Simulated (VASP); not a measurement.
Crystal: I.

```
CELL_PARAMETERS angstrom
-2.08938 2.08938 2.08938
2.08938 -2.08938 2.08938
2.08938 2.08938 -2.08938
ATOMIC_POSITIONS crystal
I 0.00000 0.00000 0.00000
```

The real solid is made of molecules; this cell is a model form.

| Item | Value |
| --- | --- |
| Program | VASP 6.6.1 |
| Task | relaxation of cell and atoms |
| Functional | r2SCAN |
| Dispersion | D4 |
| Potentials or basis | VASP PAW PBE potentials, release 64 (I) |
| Cutoff | 600 eV |
| k mesh | 9 × 9 × 9 |
| Occupations | gaussian, width 0.05 eV |
| Spin | no spin polarisation |

At the start: pressure -0.8 GPa; volume 36.48 Å³/atom.

Task: Where does the relaxation end?

Result: Over 3 steps the energy falls by 3.1 meV/atom and the volume is 35.32 Å³/atom (-3.2 %); space group Im-3m (No. 229, to 0.05 Å).

The path:
| step | energy change (eV) | largest force (eV/Å) | pressure (GPa) | volume (Å³) |
| --- | --- | --- | --- | --- |
| 1 | 0.0000 | 0.0000 | -0.82 | 36.48 |
| 2 | -0.0030 | 0.0000 | -0.15 | 35.51 |
| 3 | -0.0031 | 0.0000 | 0.00 | 35.32 |

Final structure:
```
I
1.0
    -2.06686    2.06686    2.06686
     2.06686   -2.06686    2.06686
     2.06686    2.06686   -2.06686
I
1
Direct
  0.00000 0.00000 0.00000
```

Caveat: the PAW data sets were made with another functional, which shifts forces and pressure a little; an odd number of electrons without spin polarisation forces a metal; a magnetic or distorted state may lie lower; pairwise dispersion overbinds metals, which lowers pressure and volume.
